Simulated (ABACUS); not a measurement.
The system is MnO.

```
Mn O
1.0
     0.00000    2.22391    2.22391
     2.22391    0.00000    2.22391
     2.22391    2.22391    0.00000
Mn O
1 1
Direct
  0.00000 0.00000 0.00000
  0.50000 0.50000 0.50000
```

The cell is a database's computed one.

```yaml
Program: ABACUS 3.10.1
Task: single point
Functional: PBE
Potentials_or_basis: PseudoDojo NC SR 0.4.1 PBE standard
Cutoff: 1320 eV
Density_cutoff: 5279 eV
Basis: plane waves
k_mesh: 10 × 10 × 10
Occupations: fermi-dirac, width 0.05 eV
Spin: collinear spin, ferromagnetic start
Starting_moments: "[4.0, 0.0] μB"
```

On this cell: pressure 0.5 GPa; largest force zero by symmetry; net moment 4.83 μB per cell; band gap on the k mesh none (metal or under the smearing width).

The same run follows on a disturbed copy (atoms moved at random, drawn with an rms of 0.05 Å):

```xyz
2
Lattice="0.0000 2.2239 2.2239 2.2239 0.0000 2.2239 2.2239 2.2239 0.0000" Properties=species:S:1:pos:R:3 pbc="T T T"
Mn    0.0214    0.0100   -0.0449
O     2.2306    2.2150    2.2615
```

What changes?

The energy (extrapolated to zero smearing) moves by +6.2 meV/atom; pressure 1.2 GPa; largest force 0.296 eV/Å; net moment 4.84 μB per cell; band gap on the k mesh none (metal or under the smearing width).

Forces on the atoms (eV/Å):
```
Mn  -0.047 -0.060  0.286
O    0.047  0.060 -0.286
```

Stress tensor (GPa, compression positive):
```
 0.82 -0.01  0.05
-0.01  0.85  0.07
 0.05  0.07  2.00
```

Caveats: a cell with one magnetic atom can't hold antiferromagnetic order, which such compounds often take; semilocal functionals often make such compounds metallic where correlation or magnetic order opens a gap, which also shifts bond lengths.
